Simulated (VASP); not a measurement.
Method: PBE0 hybrid, VASP's PBE PAW potentials (set 64) (plane waves; VASP).

The input files of a VASP run:

### INCAR
```
AEXX=0.25
ALGO=Normal
EDIFF=1E-6
ENCUT=520
GGA=PE
HFRCUT=-1
ISIF=2
ISMEAR=0
ISYM=3
LASPH=.TRUE.
LCHARG=.FALSE.
LHFCALC=.TRUE.
LMAXMIX=4
LREAL=.FALSE.
LWAVE=.FALSE.
NELM=60
PREC=Accurate
PRECFOCK=Fast
SIGMA=0.05
SYSTEM=AlSb
```

File POSCAR:
```
AlSb
1
    0.0000000000     3.1159988106     3.1159988106
    3.1159988106     0.0000000000     3.1159988106
    3.1159988106     3.1159988106     0.0000000000
Al Sb
1 1
Direct
  0.0000000000   0.0000000000   0.0000000000
  0.2500000000   0.2500000000   0.2500000000
```

KPOINTS_OPT:
```
named points and PBE's band edges
8
Reciprocal
  0.000000   0.000000   0.000000 1 ! GAMMA
 -0.500000  -0.500000   0.000000 1 ! X
  0.000000   0.000000   0.500000 1 ! L
 -0.500000  -0.250000   0.250000 1 ! W
 -0.375000   0.000000   0.375000 1 ! K
 -0.375000  -0.375000   0.250000 1 ! U
  0.000000   0.000000   0.035710 1 ! near an edge
  0.000000   0.000000   0.464290 1 ! near an edge
```

**KPOINTS**
```
Automatic mesh
0
Gamma
6 6 6
0 0 0
```

POTCAR, in this order: Al Sb (PBE.64 set). Program: vasp_std. Read from the step before: WAVECAR.

What VASP printed:

### OUTCAR
```
 ion  position               nearest neighbor table
   1  0.000  0.000  0.000-   2 2.70   2 2.70   2 2.70   2 2.70
   2  0.250  0.250  0.250-   1 2.70   1 2.70   1 2.70   1 2.70
  LATTYP: Found a face centered cubic cell.
 ALAT       =     6.2319976212
 Subroutine PRICEL returns:
 Original cell was already a primitive cell.
 Subroutine GETGRP returns: Found 24 space group operations
The static configuration has the point symmetry T_d .
The dynamic configuration has the point symmetry T_d .
 Subroutine INISYM returns: Found 24 space group operations
 Subroutine IBZKPT returns following result:
 Found     16 irreducible k-points:

 Following reciprocal coordinates:
            Coordinates               Weight
  0.000000  0.000000  0.000000      1.000000
  0.166667  0.000000  0.000000      8.000000
  0.333333  0.000000  0.000000      8.000000
  0.500000  0.000000  0.000000      4.000000
  0.166667  0.166667  0.000000      6.000000
  0.333333  0.166667  0.000000     24.000000
  0.500000  0.166667  0.000000     24.000000
 -0.333333  0.166667  0.000000     24.000000
 -0.166667  0.166667  0.000000     12.000000
  0.333333  0.333333  0.000000      6.000000
  0.500000  0.333333  0.000000     24.000000
 -0.333333  0.333333  0.000000     12.000000
  0.500000  0.500000  0.000000      3.000000
  0.500000  0.333333  0.166667     24.000000
 -0.333333  0.333333  0.166667     24.000000
 -0.333333  0.500000  0.166667     12.000000
 Subroutine IBZKPT_HF returns following result:
   k-points           NKPTS =     16   k-points in BZ     NKDIM =    216   number of bands    NBANDS=      8
   number of dos      NEDOS =    301   number of ions     NIONS =      2
   total plane-waves  NPLWV =  46656
   dimension x,y,z NGX =    36 NGY =   36 NGZ =   36
   dimension x,y,z NGXF=    72 NGYF=   72 NGZF=   72
   ions per type =               1   1
   PREC   = accura    normal or accurate (medium, high low for compatibility)
...
```

**OSZICAR**
```
       N       E                     dE             d eps       ncg     rms          rms(c)
DAV:   1    -0.106379817697E+02   -0.10638E+02   -0.24610E+00   256   0.117E+01    0.211E+01
DAV:   2    -0.106565625901E+02   -0.18581E-01   -0.57644E-02   312   0.270E+00    0.143E+01
DAV:   3    -0.106555377251E+02    0.10249E-02   -0.16904E-03   368   0.328E-01    0.896E+00
DAV:   4    -0.106549984473E+02    0.53928E-03   -0.35345E-04   280   0.111E-01    0.534E+00
DAV:   5    -0.106548232598E+02    0.17519E-03   -0.13425E-04   296   0.679E-02    0.318E+00
DAV:   6    -0.106547697338E+02    0.53526E-04   -0.37193E-05   280   0.383E-02    0.189E+00
DAV:   7    -0.106547551724E+02    0.14561E-04   -0.99951E-06   296   0.216E-02    0.112E+00
DAV:   8    -0.106547530045E+02    0.21679E-05   -0.31588E-06   280   0.126E-02    0.664E-01
DAV:   9    -0.106547541922E+02   -0.11877E-05   -0.10078E-06   160   0.761E-03    0.394E-01
DAV:  10    -0.106547558394E+02   -0.16472E-05   -0.53184E-07   144   0.592E-03    0.233E-01
DAV:  11    -0.106547571674E+02   -0.13279E-05   -0.20750E-07   152   0.400E-03    0.137E-01
DAV:  12    -0.106547580809E+02   -0.91355E-06   -0.96948E-08   144   0.281E-03
   1 F= -.10654758E+02 E0= -.10654758E+02  d E =-.446896E-16
       N       E                     dE             ncg
```

File OUTCAR:
```
------------------------ aborting loop because EDIFF is reached ----------------------------------------
  FORCE on cell =-STRESS in cart. coord.  units (eV):
  Direction    XX          YY          ZZ          XY          YZ          ZX
  --------------------------------------------------------------------------------------
  Total       -0.8276998     -0.8276998     -0.8276998      0.0000000     -0.0000000      0.0000000
  in kB      -21.9160146    -21.9160146    -21.9160146      0.0000000     -0.0000000      0.0000000
  external PRESSURE =     -21.9160146 kB  Pullay stress =       0.0000000 kB
  volume of cell :       60.51
      direct lattice vectors                 reciprocal lattice vectors
     0.000000000  3.115998811  3.115998811    -0.160462192  0.160462192  0.160462192
     3.115998811  0.000000000  3.115998811     0.160462192 -0.160462192  0.160462192
     3.115998811  3.115998811  0.000000000     0.160462192  0.160462192 -0.160462192
 POSITION                                       TOTAL-FORCE (eV/Angst)
 -----------------------------------------------------------------------------------
      0.00000      0.00000      0.00000         0.000000      0.000000      0.000000
      1.55800      1.55800      1.55800        -0.000000     -0.000000     -0.000000
 -----------------------------------------------------------------------------------
    total drift:                               -0.000000     -0.000000     -0.000000
  FREE ENERGIE OF THE ION-ELECTRON SYSTEM (eV)
  ---------------------------------------------------
  free  energy   TOTEN  =       -10.6547580809 eV

  energy  without entropy=      -10.6547580809  energy(sigma->0) =      -10.65475808

  exchange ACFDT corr.  =         0.00000000  see jH, gK, PRB 81, 115126
```
(Selected blocks of OUTCAR.)

The compound is AlSb in the zinc blende structure. It was relaxed first.
